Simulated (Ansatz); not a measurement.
# As: changes ranked by their effect on the pressure

```
CELL_PARAMETERS angstrom
1.87975 1.08527 3.48577
-1.87975 1.08527 3.48577
0.00000 -2.17055 3.48577
ATOMIC_POSITIONS crystal
As 0.22754 0.22754 0.22754
As 0.77246 0.77246 0.77246
```

Atoms are numbered in the order listed.

Structure: COD 9009651, as refined from experiment and not relaxed.

All numbers below come from Ansatz 0.2.0, DFT, PBE, all-electron LAPW, scalar-relativistic.

The runs use a Γ-centred 13×13×13 k mesh, Fermi–Dirac smearing of 0.05 eV, basis error target 1 meV/atom, no spin polarisation.

In this reference run the pressure is 3.6 GPa (positive in compression). Each change below is made alone, on the same k mesh, with fractional coordinates held unless an atom is moved; x, y and z are the Cartesian axes.

Problem. Order the changes by the shift of the pressure, most negative first.
A. functional lda
B. volume scaled by 0.98
C. volume scaled by 1.02
D. spin-orbit coupling on
E. functional pbesol

Solution. A (-5.1 GPa), E (-3.5 GPa), C (-1.6 GPa), D (0.0 GPa), B (+1.8 GPa).
